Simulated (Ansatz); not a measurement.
## 1T-VBrI monolayer in a perpendicular field

Aim: how the 1T-VBrI monolayer screens a field along its normal, and what the field does to its bands. A positive field points along +c.

Method: plane-wave DFT, PBE-D3(BJ), Ansatz PAW, in Ansatz 0.2.0.

### Step 1. Starting point

The cell holds 3 atoms: 1 I, 1 V and 1 Br. Its edges and angles: a = 3.908 Å, b = 3.908 Å, c = 37.398 Å, α = 90.0°, β = 90.0°, γ = 120.0°. Vacuum lies along c.

### Step 2. Relaxing the slab

The starting cell is a guess, so the in-plane lattice and the atoms are relaxed first, with the slab cut off from its images along the normal.

Contents of input.yaml:

```yaml
crystal:
  lattice:
    - [3.9076655, 0.0, 0.0]
    - [-1.95383275, 3.3841375925, 0.0]
    - [0.0, 0.0, 37.3978810867]
  atoms:
    - { symbol: I, position: [0.6666666667, 0.3333333333, 0.4572451568] }
    - { symbol: V, position: [0.0, 0.0, 0.5043983402], spin: 1.0 }
    - { symbol: Br, position: [0.3333333333, 0.6666666667, 0.5427548432] }
  periodic: [true, true, false]
magnetization:
  spin_polarized: true
kpoints:
  mp_grid: { grid: [12, 12, 1] }
hamiltonian:
  xc: pbe
  dispersion: d3bj
scf:
  occupations: { method: fermi_dirac, width: 0.05 }
  convergence: { dr2_threshold: 1.0e-09 }
relax:
  f_tol: 0.004
  max_steps: 90
  cell: {}
output:
  write_potential: true
  write_density: true
  volumetric_format: npy
```

Run with:

```sh
$ ansatz run input.yaml --threads 2 --pin off --max-ram 3072MiB --backend cpu --events-out ev --progress --plain --runs-dir out
```

Numbers of over 12 decimals in the logs are rounded to 6 here.

The program printed:

```text
Warning: relax.cell: scf.convergence.dr2_threshold = 1e-9 eV is looser than the 1.72231598699e-10 eV advised for a relaxation that steers and ends on the stress (1e-10 eV for each atom of the cell: 3, times the square of relax.cell.stress_2d_tol = 0.05 N/m over 13.2 Å (the atoms' height at the walk's start and 5 Å past either face), 3.788e-2 GPa, over a crystal's default 0.05). What an SCF threshold leaves in a stress goes as its square root, and in the free energy as the threshold itself, and one threshold admits the most on a small cell: [figures from the program's tests cut] Set scf.convergence.dr2_threshold to 1.72231598699e-10 eV or tighter. [rest of the remark cut]
Engine: ansatz 0.2.0, x86_64-unknown-linux-gnu
Pseudopotentials: kind: paw
Pseudopotential: I, paw, valence charge 17, recommended cutoff 420 eV (normal), I.paw.azcp
Pseudopotential: V, paw, valence charge 13, recommended cutoff 420 eV (normal), V.paw.azcp
Pseudopotential: Br, paw, valence charge 7, recommended cutoff 420 eV (normal), Br.paw.azcp
Functional definition: PBE
  parameter kappa = 0.804
  parameter beta = 0.066725
  exchange = pbe_x(kappa = kappa, mu = beta*pi^2/3)
  correlation = pbe_c(beta = beta)
Crystal: 3 atoms, lattice volume = 494.552 Å³
Basis set: ecut = 420 eV, 9797 PW (Γ), exchange–correlation on 54×54×500 points (8 copies of the dense FFT grid, shifted against one another)
Bands: 23, of which v1, the nominal top of the filled ones, is band 19 counted from 1 (18 counted from 0)
Symmetry: 6 space group operations
Space group: P3m1 (ITA 156), of the structure as read, at distance tolerance 7.9e-5 Å
Magnetic group: BNS 156.49 (UNI 1279), of the structure as read, at distance tolerance 7.9e-5 Å
k-points: 19 of 144 (time reversal used)
Non-local potential: I, projectors of the file, l = 0: 2, l = 1: 2, l = 2: 2, l = 3: 2
Non-local potential: V, projectors of the file, l = 0: 3, l = 1: 2, l = 2: 3, l = 3: 1
Non-local potential: Br, projectors of the file, l = 0: 2, l = 1: 2, l = 2: 2
PAW form: soft (Blöchl's): semilocal exchange-correlation on the pseudo side does not see the compensation charge
PAW one-centre angular grid: I, 590 points (default); XC on 64 Gauss nodes
PAW one-centre angular grid: V, 590 points (default); XC on 64 Gauss nodes
PAW one-centre angular grid: Br, 110 points (default); XC on 64 Gauss nodes
Initial density: superposition of atomic densities (neutral atoms: chi_scale 0, normalization atom)
Starting moments: Σ|m| = 1 μB on 1 of 3 sites
Initial wavefunctions: pseudopotential atomic-orbital guess
Functional: x = pbe(κ = 0.804, μ = 0.219515), c = pbe(β = 0.066725)
iter 1 solved again at ethr=2.07e-3 eV; its pass at ethr=3.10e-3 eV (dr2=7.67e-1 eV) is discarded
SCF iter   1: F=—  HF=-13209.536329 eV  |F-HF|=—  |Δ(HF+E_count)|=         —  Δρ=1.07e-2 (↑1.07e-2 ↓4.66e-3)  dr2=7.83e-1  dr2_m=1.41e-1  M=1.345 μB ∫|m|=1.353 μB  β_m=0.30  ethr=2.07e-3  ⟨swp⟩=1.1  Hψ=8377  notcnv=0
Mixer restart at iter 1: flushing history
preconditioner: auto → LDOS  [metal: Δε(μ)=0.028 eV  Ē_g=6.356 eV  σ=0.050 eV  W_gap=0.14  n_scr=20 (ndim 8)  ℏωp=6.9 eV  f_vac=0.803  D(μ)=7.28/eV (n_scr^D=18)]
spin=Collinear: LDOS preconditioning applied to the charge; magnetization (m = ρ↑ − ρ↓) channel mixes plain (no charge-response kernel on spin).
SCF iter   2: F=—  HF=-13209.844044 eV  |F-HF|=—  |Δ(HF+E_count)|=   3.08e-1  Δρ=8.64e-3 (↑8.64e-3 ↓4.83e-3)  dr2=2.42e-1  dr2_m=1.46e-1  M=1.522 μB ∫|m|=1.529 μB  β_m=0.65  ethr=2.07e-3  ⟨swp⟩=3.3  Hψ=1201  notcnv=0
SCF iter   3: F=—  HF=-13211.450441 eV  |F-HF|=—  |Δ(HF+E_count)|=         —  Δρ=1.69e-2 (↑1.69e-2 ↓1.59e-2)  dr2=4.77e-2  dr2_m=1.21e0  M=3.000 μB ∫|m|=3.056 μB  β_m=1.00  ethr=6.54e-4  ⟨swp⟩=4.4  Hψ=2150  notcnv=0  κ⁻¹=1.0e0(r=1)
SCF iter   4: F=—  HF=-13211.140317 eV  |F-HF|=—  |Δ(HF+E_count)|=   3.10e-1  Δρ=2.32e-3 (↑1.42e-3 ↓2.32e-3)  dr2=5.49e-2  dr2_m=3.37e-3  M=3.000 μB ∫|m|=3.129 μB  β_m=0.65  ethr=1.35e-4  ⟨swp⟩=4.4  Hψ=2460  notcnv=0  defer=15
SCF iter   5: F=—  HF=-13211.131810 eV  |F-HF|=—  |Δ(HF+E_count)|=   8.51e-3  Δρ=2.51e-3 (↑2.51e-3 ↓9.49e-4)  dr2=1.52e-2  dr2_m=1.28e-2  M=3.000 μB ∫|m|=3.172 μB  β_m=0.57  ethr=1.35e-4  ⟨swp⟩=3.7  Hψ=2025  notcnv=0  defer=15
SCF iter   6: F=—  HF=-13211.129387 eV  |F-HF|=—  |Δ(HF+E_count)|=   2.42e-3  Δρ=9.77e-4 (↑9.77e-4 ↓4.02e-4)  dr2=4.63e-3  dr2_m=2.04e-3  M=3.000 μB ∫|m|=3.173 μB  β_m=0.67  ethr=4.11e-5  ⟨swp⟩=3.6  Hψ=2073  notcnv=0  defer=15
SCF iter   7: F=—  HF=-13211.129678 eV  |F-HF|=—  |Δ(HF+E_count)|=   2.91e-4  Δρ=4.45e-4 (↑4.45e-4 ↓3.17e-4)  dr2=3.33e-3  dr2_m=5.10e-4  M=3.000 μB ∫|m|=3.175 μB  β_m=0.54  ethr=1.25e-5  ⟨swp⟩=3.1  Hψ=1941  notcnv=0  defer=15
SCF iter   8: F=—  HF=-13211.129106 eV  |F-HF|=—  |Δ(HF+E_count)|=   5.72e-4  Δρ=1.14e-4 (↑1.14e-4 ↓7.62e-5)  dr2=2.48e-4  dr2_m=2.84e-5  M=3.000 μB ∫|m|=3.176 μB  β_m=0.72  ethr=9.01e-6  ⟨swp⟩=2.6  Hψ=1264  notcnv=0  defer=15
SCF iter   9: F=—  HF=-13211.129058 eV  |F-HF|=—  |Δ(HF+E_count)|=   4.81e-5  Δρ=2.46e-5 (↑2.46e-5 ↓2.35e-5)  dr2=5.75e-5  dr2_m=8.26e-7  M=3.000 μB ∫|m|=3.179 μB  β_m=0.60  ethr=6.70e-7  ⟨swp⟩=2.6  Hψ=1407  notcnv=0  defer=16
SCF iter  10: F=—  HF=-13211.129052 eV  |F-HF|=—  |Δ(HF+E_count)|=   6.38e-6  Δρ=1.08e-5 (↑9.14e-6 ↓1.08e-5)  dr2=5.68e-6  dr2_m=1.88e-7  M=3.000 μB ∫|m|=3.179 μB  β_m=0.55  ethr=1.56e-7  ⟨swp⟩=3.0  Hψ=1361  notcnv=0  defer=16
SCF iter  11: F=—  HF=-13211.129051 eV  |F-HF|=—  |Δ(HF+E_count)|=   1.31e-6  Δρ=3.53e-6 (↑3.53e-6 ↓2.90e-6)  dr2=8.12e-8  dr2_m=4.06e-8  M=3.000 μB ∫|m|=3.180 μB  β_m=0.61  ethr=1.54e-8  ⟨swp⟩=2.9  Hψ=1415  notcnv=0  defer=16
SCF iter  12: F=—  HF=-13211.129051 eV  |F-HF|=—  |Δ(HF+E_count)|=   9.52e-8  Δρ=1.21e-6 (↑1.21e-6 ↓1.02e-6)  dr2=3.53e-9  dr2_m=5.11e-9  M=3.000 μB ∫|m|=3.180 μB  β_m=0.72  ethr=2.19e-10  ⟨swp⟩=3.9  Hψ=2099  notcnv=0  defer=16
SCF iter  13: F=—  HF=-13211.129051 eV  |F-HF|=—  |Δ(HF+E_count)|=   2.30e-8  Δρ=3.67e-7 (↑3.67e-7 ↓2.75e-7)  dr2=1.69e-9  dr2_m=3.41e-10  M=3.000 μB ∫|m|=3.180 μB  β_m=0.71  ethr=9.54e-12  ⟨swp⟩=3.3  Hψ=1899  notcnv=0  defer=16
SCF iter  14: F=-13211.129051 eV  HF=-13211.129051 eV  |F-HF|=9.28e-11  |Δ(HF+E_count)|=  7.95e-10  Δρ=1.13e-7 (↑1.13e-7 ↓7.50e-8)  dr2=2.30e-10  dr2_m=2.49e-11  M=3.000 μB ∫|m|=3.180 μB  ethr=2.70e-12  ⟨swp⟩=8.2  Hψ=6181  notcnv=0
SCF 1 converged in 14 iterations: F = -13211.129051 eV  dr2 = 2.30e-10
  greatest PAW one-centre occupation: 0.999 electrons in one spin orbital (limit 2), on the V atom at site 1 (counted from 0), in its partial waves of l = 0
[...]
relax step   5: F+E_penalty+E_count = -13211.16540748 eV  Δ(F+E_penalty+E_count) = -8.755e-5 eV  max|allowed force component| = 1.922e-3 eV/Å  Δτ_max = 0.0033 Å  P = +0.016 N/m  Ω = 497.068 Å³  energy of the carried Pulay correction = -6.465e-5 eV  fix = [c, alpha, beta]  reactions: c +0.000 N/m  (7 SCF iters, accepted)
[...]
relax step   6: F+E_penalty+E_count = -13211.16540672 eV  Δ(F+E_penalty+E_count) = +7.584e-7 eV  max|allowed force component| = 5.072e-4 eV/Å  Δτ_max = 0.0001 Å  P = +0.008 N/m  Ω = 497.198 Å³  energy of the carried Pulay correction = -6.799e-5 eV  fix = [c, alpha, beta]  reactions: c +0.000 N/m  (6 SCF iters, accepted)
Initial wavefunctions: pseudopotential atomic-orbital guess (no wavefunctions were taken with the density)
iter 1 solved again at ethr=9.39e-7 eV; its pass at ethr=3.10e-3 eV (dr2=3.48e-4 eV) is discarded
SCF iter   1: F=—  HF=-13211.163317 eV  |F-HF|=—  |Δ(HF+E_count)|=         —  Δρ=2.78e-5 (↑2.78e-5 ↓2.71e-5)  dr2=3.17e-7  dr2_m=1.98e-8  M=3.000 μB ∫|m|=3.181 μB  β_m=0.65  ethr=9.39e-7  ⟨swp⟩=5.4  Hψ=10300  notcnv=0
eigensolver tolerance schedule: the retry pair's looser diagonalisation over-reported the residual by 1095.38 of it (diagonalisation noise at 0.50 of the residual, at the tolerance the schedule requests for it); recorded, not acted on — ethr = c·dr2/N_el stays at c = 1.0e-1
preconditioner: auto → Resta (q_TF=auto, 1.769 Å⁻¹)  ε∞=1.8  [insulator: Δε(μ)=1.250 eV  Ē_g=8.259 eV  σ=0.050 eV  W_gap=1.00  n_scr=20 (ndim 8)  ℏωp=7.3 eV  f_vac=0.811  D(μ)=0.00/eV (n_scr^D=0)  ε∞_Penn≈1.8  vacuum switching on, ρ_ref=4.9e-3 e/Å³]
spin=Collinear: Resta preconditioning applied to the charge; magnetization (m = ρ↑ − ρ↓) channel mixes plain (no charge-response kernel on spin).
SCF iter   2: F=—  HF=-13211.164960 eV  |F-HF|=—  |Δ(HF+E_count)|=   1.64e-3  Δρ=9.74e-6 (↑9.74e-6 ↓9.53e-6)  dr2=4.31e-8  dr2_m=2.64e-9  M=3.000 μB ∫|m|=3.181 μB  β_m=0.63  ethr=8.57e-10  ⟨swp⟩=4.9  Hψ=2680  notcnv=0
SCF iter   3: F=—  HF=-13211.165457 eV  |F-HF|=—  |Δ(HF+E_count)|=   4.97e-4  Δρ=1.06e-6 (↑1.06e-6 ↓7.64e-7)  dr2=3.28e-9  dr2_m=5.13e-10  M=3.000 μB ∫|m|=3.181 μB  β_m=0.59  ethr=1.16e-10  ⟨swp⟩=3.9  Hψ=1915  notcnv=0
iter 4 met the thresholds in force, and the SCF goes on: an eigenvalue changes by 0.41 meV, over its tolerance of 0.06 meV (output.eigenvalues, Limitations)
SCF iter   4: F=-13211.165471 eV  HF=-13211.165470 eV  |F-HF|=1.08e-6  |Δ(HF+E_count)|=   1.31e-5  Δρ=1.68e-7 (↑1.68e-7 ↓1.56e-7)  dr2=4.64e-10  dr2_m=8.84e-12  M=3.000 μB ∫|m|=3.181 μB  β_m=0.61  ethr=2.70e-12  ⟨swp⟩=15.4  Hψ=7467  notcnv=0
iter 5 met the thresholds in force, and the SCF goes on: an eigenvalue changes by 0.17 meV, over its tolerance of 0.05 meV (output.eigenvalues, Limitations)
SCF iter   5: F=-13211.165471 eV  HF=-13211.165471 eV  |F-HF|=6.65e-8  |Δ(HF+E_count)|=   1.01e-6  Δρ=4.91e-8 (↑4.91e-8 ↓4.68e-8)  dr2=1.42e-10  dr2_m=2.38e-12  M=3.000 μB ∫|m|=3.181 μB  β_m=1.00  ethr=1.25e-12  ⟨swp⟩=7.9  Hψ=5376  notcnv=0
Mixer restart at iter 5: flushing history
SCF iter   6: F=-13211.165471 eV  HF=-13211.165471 eV  |F-HF|=1.83e-9  |Δ(HF+E_count)|=   6.70e-8  Δρ=1.06e-7 (↑1.06e-7 ↓7.98e-8)  dr2=1.85e-9  dr2_m=2.63e-12  M=3.000 μB ∫|m|=3.181 μB  β_m=1.00  ethr=1.00e-12  ⟨swp⟩=3.1  Hψ=1681  notcnv=0  κ⁻¹=1.0e0(r=1)
SCF iter   7: F=-13211.165471 eV  HF=-13211.165471 eV  |F-HF|=1.27e-11  |Δ(HF+E_count)|=  2.87e-10  Δρ=1.33e-8 (↑1.33e-8 ↓1.15e-8)  dr2=1.54e-11  dr2_m=5.15e-14  M=3.000 μB ∫|m|=3.181 μB  ethr=1.00e-12  ⟨swp⟩=8.5  Hψ=5663  notcnv=0
SCF 7 converged in 7 iterations: F = -13211.165471 eV  dr2 = 1.54e-11
relax step   7: F+E_penalty+E_count = -13211.16547093 eV  Δ(F+E_penalty+E_count) = -6.421e-5 eV  max|allowed force component| = 4.924e-4 eV/Å  Δτ_max = 0.0000 Å  P = +0.008 N/m  Ω = 497.198 Å³  fix = [c, alpha, beta]  reactions: c +0.000 N/m  stress off target by 7.79e-3 N/m on what of the cell is left free  SCF on the basis re-selected at this cell (its energy is not comparable with the rows above)  (7 SCF iters)
basis re-selected at this cell: Δ(F+E_penalty+E_count) = -6.421e-5 eV, ΔP = +0.000 N/m vs the last step (what re-selecting the basis moved, of the pressure what is left beyond the Pulay correction that the steps carried, after the strain that the cell walked since its last selection, with what the two solves' SCF thresholds leave and, on support functions, any second-order correction that the steps lacked; it is no m [...]
WARN: The output density's exchange-correlation potential varies sharply where the density is thin. Do not read a vacuum level from v_tot or v_xc, or from such a field of the output density. On a cell that repeats whose density bears no net charge and no dipole along the vacuum's axis use v_es (v_loc + v_h of the components); under efield.dipole_correction with no amplitude use v_es + v_field, which holds any externa [...]
SCF converged after 7 iterations
an eigenvalue changed by more than its tolerance at an iteration that met the thresholds in force, so the SCF went on 2 times, its first undamped step at iteration 5: the last check found none over its tolerance
Magnetization: 3.0000 μB (20.0000 up, 17.0000 down)
Absolute magnetization: 3.1824 μB (∫|ρ↑−ρ↓|, with the PAW one-centre terms)
Spin contamination: 0.0223 ħ² per cell (⟨S²⟩ above its minimum at these occupations)
Per-site moments (μB) at R_I (Å): [(-0.031944, 1.152900), (2.550921, 1.097502), (-0.014550, 1.097502)]
Free energy (F): -13211.165471 eV
Harris-Foulkes:  -13211.165471 eV  (|F-HF|=1.27e-11)
Internal energy: -13211.165469 eV  (E = F + TS)
E sigma→0 (E₀):  -13211.165470 eV
Entropy (-TS):   -0.000002 eV (-0.001 meV/atom)
Fermi energy:    -3.834607 eV
--- Per-component energies (eV) ---
  E_band       = -1079.049518
  E_kinetic    = 656.972495
  E_local      = -76868.460706  (includes V_loc(G=0)·N_el)
  E_nonlocal   = -58.620549
  E_hartree    = 38109.716965
  E_xc         = -521.022790
  E_vxc        = -394.853418  (∫ρ·V_xc dr)
  E_paw        = -8180.880235  (= ΣΔE_a)
  E_vpaw       = -633.521467  (= ΣTr[D̂ρ^β])
  E_aug_tail   = 0.000269  (compensation charges beyond the density's cutoff)
  E_ewald      = 33651.882997
  E_disp       = -0.753915  (pairwise vdW)
  E_smearing   = -0.000002  (= −TS)
  E_closure    = -0.000000  (closes the sum)
  Σ components = -13211.165471   (vs F -13211.165471, Δ=0.00e0)
--- Forces (eV/Å), atoms counted from 1 ---
  atom   1  I      0.00000000     0.00000000    -0.00049252
  atom   2  V      0.00000000    -0.00000000     0.00032660
  atom   3  Br     0.00000000    -0.00000000     0.00016551
  max |Σ_I F_I| component: 4.11e-7 eV/Å
--- 2D stress c σ (N/m, compression-positive) ---
        0.007793       0.000000      -0.000000
        0.000000       0.007793      -0.000000
       -0.000000      -0.000000       0.000000
  P = ½ c Tr σ = 0.0078 N/m
--- Band table (eV; the first three rows and the last of 38) ---
  k-point 0 ↑: bands = [... 15 lower, -6.4247, -6.4247, -5.0649, -5.0649, -4.8147, -2.7683, -2.7683, -1.7078]
  k-point 1 ↑: bands = [... 15 lower, -6.8007, -6.5503, -5.0401, -4.9706, -4.7232, -2.9708, -2.8011, -1.4593]
  k-point 2 ↑: bands = [... 15 lower, -7.1110, -6.8207, -5.0837, -4.7958, -4.5722, -3.2165, -2.8575, -0.9024]
  k-point 18 ↓: bands = [... 15 lower, -7.9434, -7.6395, -2.1576, -1.9978, -1.9877, -1.8045, -1.5187, 0.7951]
  the weakly bound empty levels are not read free of the cell's end (no_gap_told)
--- Relaxed structure (6 steps of the walk, 6 accepted, 1 SCFs on fresh bases) ---
  F+E_penalty+E_count = -13211.16547093 eV   max|allowed force component| = 4.924e-4 eV/Å   (the final SCF, on the basis selected at the relaxed cell)
  cell:  # Å, volume = 497.1982 Å³
    - [3.918104, 0, 0]
    - [-1.959052, 3.393178, 0]
    - [0, 0, 37.3978810867]
  atoms:
    - { symbol: I, position: [0.666667, 0.333333, 0.459721] }
    - { symbol: V, position: [-1.3910308070468896e-18, 0, 0.503613] }
    - { symbol: Br, position: [0.333333, 0.666667, 0.541064] }
```

Run time: 7.2 min. Hardware: 2 threads of AMD EPYC (Zen 3), shared host; peak memory 0.92 GiB.

The steps of the relaxation:

| step | energy less that of the first step (eV) | largest force component (eV/Å) | volume (Å³) |
| --- | --- | --- | --- |
| 1 | 0.0000 | 0.5351 | 494.55 |
| 2 | -0.0161 | 0.3862 | 498.94 |
| 3 | -0.0359 | 0.0802 | 496.85 |
| 4 | -0.0363 | 0.0346 | 496.90 |
| 5 | -0.0364 | 0.0019 | 497.07 |
| 6 | -0.0364 | 0.0005 | 497.20 |
| 7* | -0.0364 | 0.0005 | 497.20 |

Relaxation steps marked * repeat the geometry before them on a plane-wave basis chosen anew for their cell, so energy and pressure can jump there.

The run keeps the 6 symmetry operations that it works with, so distortions that break them were not tested.

| cell as run | before | after | change |
| --- | --- | --- | --- |
| a (Å) | 3.908 | 3.918 | +0.3 % |
| b (Å) | 3.908 | 3.918 | +0.3 % |

The atoms that moved most (Å, along periodic axes as changes of fractional coordinates times the final cell, across vacuum about the mean position):

| atom | dx | dy | dz | length |
| --- | --- | --- | --- | --- |
| I1 | 0.000 | 0.000 | 0.093 | 0.093 |
| Br3 | 0.000 | 0.000 | -0.063 | 0.063 |
| V2 | 0.000 | 0.000 | -0.029 | 0.029 |

Final coordinates:

```cif
data_structure
_symmetry_space_group_name_H-M 'P 1'
_symmetry_Int_Tables_number 1
_cell_length_a 3.9181
_cell_length_b 3.9181
_cell_length_c 37.3979
_cell_angle_alpha 90.000
_cell_angle_beta 90.000
_cell_angle_gamma 120.000
_cell_volume 497.20
loop_
_atom_site_label
_atom_site_type_symbol
_atom_site_fract_x
_atom_site_fract_y
_atom_site_fract_z
_atom_site_occupancy
I1 I 0.66667 0.33333 0.45972 1
V2 V 0.00000 0.00000 0.50361 1
Br3 Br 0.33333 0.66667 0.54106 1
```

Numbers from this step:

- total moment: 3.000 μB
- site moments: -0.03194, 2.551, -0.01455 μB

Site moment by atom:

```
atom  site moment (μB)
  I1             -0.03
  V2              2.55
 Br3             -0.01
```

The lattice constant a goes from 3.908 to 3.918 Å.

[end of part 1 of 2]

[Logs are printed without paths, hosts, clocks, repeated set-up lines and the standing remarks that a program may print on its own settings, such as how far it seeks lower states.]

[Hosts, paths, dates, database ids (printed as entryN), source tags and the programs' standing remarks are cut or masked in the printed files.]

[Maps of the electrostatic potential energy from Ansatz leave out the sawtooth potential of an applied field or a dipole correction, so their vacuum need not be flat; planar profiles and work functions include it.]
